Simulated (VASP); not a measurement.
A run of VASP 6.6.1 is set up as follows.

Contents of POSCAR:

```
Ca
1.0
   -0.0154470000      2.7400720000      2.7766900000
    2.8620290000     -0.0775800000      2.8388230000
    2.7676980000      2.7078730000      0.0167520000
Ca
1
Cartesian
   -0.0871785025      0.0420322360      0.0369402783
```

Contents of INCAR.step1:

```
SYSTEM = Ca
ALGO = Normal
EDIFF = 1E-5
ENCUT = 520
GGA = PE
ISMEAR = 0
LASPH = .True.
LCHARG = .False.
LREAL = .False.
LWAVE = .True.
NELM = 80
PREC = Accurate
SIGMA = 0.01
```

Contents of INCAR.step2:

```
SYSTEM = Ca
AEXX = 0.1
ALGO = Normal
EDIFF = 1E-7
EDIFFG = -0.01
ENCUT = 520
HFRCUT = -1
IBRION = 2
ISIF = 2
ISMEAR = 0
ISTART = 1
IVDW = 12
LASPH = .True.
LCHARG = .False.
LHFCALC = .True.
LMIXTAU = .True.
LREAL = .False.
LWAVE = .False.
METAGGA = TPSS
NELM = 80
NSW = 40
PREC = Accurate
PRECFOCK = Fast
SIGMA = 0.01
VDW_A1 = 0.4529
VDW_A2 = 4.655
VDW_S6 = 1.0
VDW_S8 = 2.2382
```

Contents of KPOINTS:

```
k-points
0
Gamma
  4 4 4
  0 0 0
```

Potentials or basis: VASP PAW PBE potentials, release 64 (Ca_sv).

Command:

```bash
$ cat potpaw_PBE.64/Ca_sv/POTCAR > POTCAR
$ cp INCAR.step1 INCAR
$ mpirun -np 1 vasp_std > vasp.out
$ cp INCAR.step2 INCAR
$ mpirun -np 1 vasp_std > vasp.out
```

(1) What does it give for the band gap on the k mesh?

(2) Predict the dispersion energy per atom.

Results:

(1) none (metal or under the smearing width).

(2) -0.340 eV.

Caveat: the k mesh is coarse (spacing up to 0.50 Å⁻¹), so the values aren't converged, least of all with exact exchange; the relaxation stopped at its first step, so nothing moved.
